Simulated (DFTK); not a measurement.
Runs of DFTK 0.8.2 on MgS (Niningerite). It takes space group Fm-3m (No. 225, cubic). The conventional cell has a = 5.203 Å, b = 5.203 Å, c = 5.203 Å, α = 90.00°, β = 90.00°, γ = 90.00°. S (site symmetry m-3m) is surrounded by 6 Mg at 2.60 Å. Mg (site symmetry m-3m) is surrounded by 6 S at 2.60 Å. 

| task | level | potentials or basis | k mesh | cutoff (eV) | valence electrons | SCF solver | gap on the mesh (eV) | pressure (GPa) | V0 of scaled cells (Å³/atom) | B0 (GPa) |
| --- | --- | --- | --- | --- | --- | --- | --- | --- | --- | --- |
| band structure | LDA | cp2k.nc.sr.lda.v0_1.largecore.gth (LDA, GTH, large core) | 9 × 9 × 9 | 1116 | Mg 2, S 6 | - | 2.72 | -3.9 | - | - |
| equation of state | PBEsol | SG15 1.2 (PBE) | 6 × 6 × 6 | 1225 | Mg 10, S 6 | - | - | - | 17.54 | 78 |
| single point | PBEsol | dojo.nc.sr.pbesol.v0_4_1.standard.upf (PBEsol) | 9 × 9 × 9 | 1143 | Mg 10, S 6 | - | 2.83 | -0.9 | - | - |
| equation of state | LDA | cp2k.nc.sr.lda.v0_1.largecore.gth (LDA, GTH, large core) | 8 × 8 × 8 | 1116 | Mg 2, S 6 | - | - | - | 16.70 | 79 |
| band structure | PBE | dojo.nc.sr.pbe.v0_4_1.standard.upf (PBE) | 9 × 9 × 9 | 1143 | Mg 10, S 6 | - | (a) | 1.2 | - | - |
| band structure | BJ06 | in-house norm-conserving set (r2SCAN, scalar relativistic) | 7 × 7 × 7 | 1143 | Mg 10, S 6 | - | 3.26 | - | - | - |
| band structure | r2SCAN | SG15 1.2 (PBE) | 6 × 6 × 6 | 1225 | Mg 10, S 6 | ScfAndersonSolver | 3.52 | 0.5 | - | - |
| band structure | PBE | SPMS 1.0 (PBE) | 9 × 9 × 9 | 1225 | Mg 10, S 6 | - | 2.91 | (b) | - | - |

Alike in all rows: no spin polarisation; cell as given; smearing fermi-dirac 0.05 eV.

Estimate the missing entries.

(a) 2.92; (b) 1.0.

Caveats: the mesh misses the band edges, which the band path finds closer together (some runs); the potentials were made for another functional, which shifts forces and pressure (some runs); GTH potentials come without recommended cutoffs, and this one wasn't checked for convergence (some runs); this set keeps more shells in the core, which shifts pressures and gaps (some runs); an odd mesh through Γ misses points on the zone boundary, where band edges often lie (some runs); the program leaves the constant c of mgga_x_tb09 at 1, so the potential is Becke-Johnson's (BJ06) and not Tran and Blaha's, with levels but no total energy (some runs).
